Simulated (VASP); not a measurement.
# Mg: molecular dynamics at constant energy

Mg, Fm-3m (no. 225), 12 atoms in the cell. PBE, molecular dynamics; PAW potentials Mg (PBE set).

Ensemble: NVE; Starting temperature (K): 600.

## Input

INCAR:
```
SYSTEM = Mg
GGA = PE
PREC = Normal
ENCUT = 200
EDIFF = 1E-6
NELMIN = 4
NELM = 60
ALGO = Fast
LREAL = Auto
LASPH = .TRUE.
ISMEAR = -1
SIGMA = 0.05
ISYM = 0
LWAVE = .FALSE.
LCHARG = .FALSE.
IBRION = 0
NSW = 60
POTIM = 2.0
TEBEG = 600
ISIF = 2
RANDOM_SEED = 740581 0 0
MDALGO = 1
ANDERSEN_PROB = 0.0
KPAR = 2
```

KPOINTS:
```
k-points
0
Gamma
  3 3 2
```

POSCAR:
```
Mg
1.0
    0.0000000000      4.4885120000      4.4885120000
    4.4885120000      0.0000000000      4.4885120000
    6.7327680000      6.7327680000      0.0000000000
Mg
12
Direct
    0.0000000000      0.0000000000      0.0000000000
    0.0000000000      0.0000000000      0.3333333333
    0.0000000000      0.0000000000      0.6666666667
    0.0000000000      0.5000000000      0.0000000000
    0.0000000000      0.5000000000      0.3333333333
    0.0000000000      0.5000000000      0.6666666667
    0.5000000000      0.0000000000      0.0000000000
    0.5000000000      0.0000000000      0.3333333333
    0.5000000000      0.0000000000      0.6666666667
    0.5000000000      0.5000000000      0.0000000000
    0.5000000000      0.5000000000      0.3333333333
    0.5000000000      0.5000000000      0.6666666667
```

Commands:
```
cat potpaw_PBE.64/Mg/POTCAR > POTCAR
mpirun -np 2 vasp_std > vasp.out
```

## Result

- Rise of the mean potential energy above the start (meV/atom): 34.0
- Mean temperature (K): 313
- Standard error of the mean temperature (K): 62
- Relative fluctuation of the kinetic energy: 0.448
- Canonical value of that fluctuation: 0.246
- Electronic steps per ionic step after the first: 4.0

Course of the run:

| Time (fs) | Temperature (K) | Potential energy less the first (meV/atom) |
|---|---|---|
| 2 | 600 | 0.0 |
| 12 | 535 | 7.7 |
| 20 | 399 | 23.8 |
| 30 | 194 | 48.2 |
| 38 | 84 | 61.2 |
| 48 | 88 | 60.7 |
| 56 | 181 | 49.7 |
| 66 | 314 | 33.9 |
| 74 | 381 | 25.9 |
| 84 | 399 | 23.9 |
| 92 | 372 | 27.1 |
| 102 | 323 | 32.9 |
| 110 | 300 | 35.6 |
| 120 | 307 | 34.7 |

The mean temperature lies below the starting 600 K, since the atoms start on their sites and part of their kinetic energy turns into potential energy.

REPORT:
```
MDALGO =   1
         ANDERSEN_PROB =  0.00000000
               SCALING =       0
                 CNEXP =     9.000   14.000
           RANDOM_SEED =            740581                0                0

   original number of atomic DOF:         33
   number of independent constraints:      0
   number of active DOF:                  33

========================================
         MD step No.       1
========================================

  Atomic velocities initialized by STEP_tb

  >Energies
                    E_tot             E_pot             E_kin               EPS                ES
   e_b>   -0.16257675E+02   -0.17110796E+02    0.85312102E+00    0.00000000E+00    0.00000000E+00

  >Temperature
               T_sim     T_inst
   tmprt>    600.000    600.000

  >Thermostat, num. of collisions:                0

           RANDOM_SEED =            740581              144                0

[... steps left out ...]

========================================
         MD step No.      60
========================================

  >Energies
                    E_tot             E_pot             E_kin               EPS                ES
   e_b>   -0.16257408E+02   -0.16693857E+02    0.43644931E+00    0.00000000E+00    0.00000000E+00

  >Temperature
               T_sim     T_inst
   tmprt>    600.000    306.955

  >Thermostat, num. of collisions:                0

           RANDOM_SEED =            740581             4392                0
```

OSZICAR:
```
N       E                     dE             d eps       ncg     rms          rms(c)
DAV:   1     0.697474297131E+01    0.69747E+01   -0.41362E+03   380   0.421E+02
DAV:   2    -0.162921020821E+02   -0.23267E+02   -0.22512E+02   447   0.611E+01
DAV:   3    -0.171931077802E+02   -0.90101E+00   -0.86026E+00   495   0.105E+01
DAV:   4    -0.172067974777E+02   -0.13690E-01   -0.12221E-01   452   0.116E+00
DAV:   5    -0.172069683888E+02   -0.17091E-03   -0.16977E-03   460   0.106E-01    0.239E+00
RMM:   6    -0.171632113114E+02    0.43757E-01   -0.37317E-03   380   0.370E-01    0.153E+00
RMM:   7    -0.171106707177E+02    0.52541E-01   -0.18900E-02   380   0.750E-01    0.797E-02
RMM:   8    -0.171107963266E+02   -0.12561E-03   -0.98560E-04   380   0.153E-01    0.209E-02
RMM:   9    -0.171107951805E+02    0.11461E-05   -0.12925E-04   381   0.603E-02    0.483E-03
RMM:  10    -0.171107957043E+02   -0.52378E-06   -0.26889E-05   375   0.262E-02    0.240E-03
RMM:  11    -0.171107958937E+02   -0.18938E-06   -0.52750E-06   313   0.116E-02
      1 T=   600. E= -.16257675E+02 F= -.17110796E+02 E0= -.17050265E+02  EK= 0.85312E+00 SP= 0.00E+00 SK= 0.00E+00
[... left out ...]
     58 T=   300. E= -.16257367E+02 F= -.16683579E+02 E0= -.16635316E+02  EK= 0.42621E+00 SP= 0.00E+00 SK= 0.00E+00
     59 T=   303. E= -.16257386E+02 F= -.16687859E+02 E0= -.16639322E+02  EK= 0.43047E+00 SP= 0.00E+00 SK= 0.00E+00
[... last step whole ...]
       N       E                     dE             d eps       ncg     rms          rms(c)
DAV:   1    -0.166938564003E+02   -0.59977E-02   -0.28021E-03   409   0.168E-01    0.534E-04
RMM:   2    -0.166938569682E+02   -0.56793E-06   -0.54289E-06   355   0.109E-02    0.395E-04
RMM:   3    -0.166938570076E+02   -0.39413E-07   -0.40144E-07   206   0.328E-03    0.323E-04
RMM:   4    -0.166938570081E+02   -0.50238E-09   -0.40716E-08    93   0.127E-03
     60 T=   307. E= -.16257408E+02 F= -.16693857E+02 E0= -.16644990E+02  EK= 0.43645E+00 SP= 0.00E+00 SK= 0.00E+00
```

Limits: 120 fs of 12 atoms are too short for converged averages; the cell is only 5.2 Å across, so each atom moves in step with near copies of itself.

VASP 6.6.1 took 284 s on 2 cores (AMD EPYC 7R13 (Zen 3)), a shared host.
